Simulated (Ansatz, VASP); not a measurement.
# S in VASP and in Ansatz

```
S
1.0
     3.31875   -2.10624    0.00000
     3.31875    2.10624    0.00000
    -2.41396    0.00000    4.60434
S
2
Cartesian
  0.0555 0.0000 0.7045
  4.1681 0.0000 3.8999
```

Alike in both runs: task single point; functional PBE; k mesh 6 × 6 × 4; occupations gaussian, width 0.1 eV; no spin polarisation.

|  | VASP | Ansatz |
| --- | --- | --- |
| version | VASP 6.6.1 | Ansatz 0.2.0 |
| potentials or method | VASP PAW PBE potentials, release 64 (S) | scalar-relativistic, plane waves, PAW |
| plane-wave cutoff (eV) | 520 | 420 |
| valence electrons in the cell | 12 | 12 |

```tsv
	VASP	Ansatz	Ansatz less VASP
gap on the k mesh at the Fermi level (eV)	none	none	-
rms of the force components (eV/Å)	30.871	31.596	+0.7252
```

Atom by atom the forces differ by 0.725 eV/Å (rms over components). A gap of «none» marks a metal or a gap that the smearing closes.

Caveats: forces of over 1 eV/Å show positions far from the minimum, so gaps and moduli don't describe the material at rest.
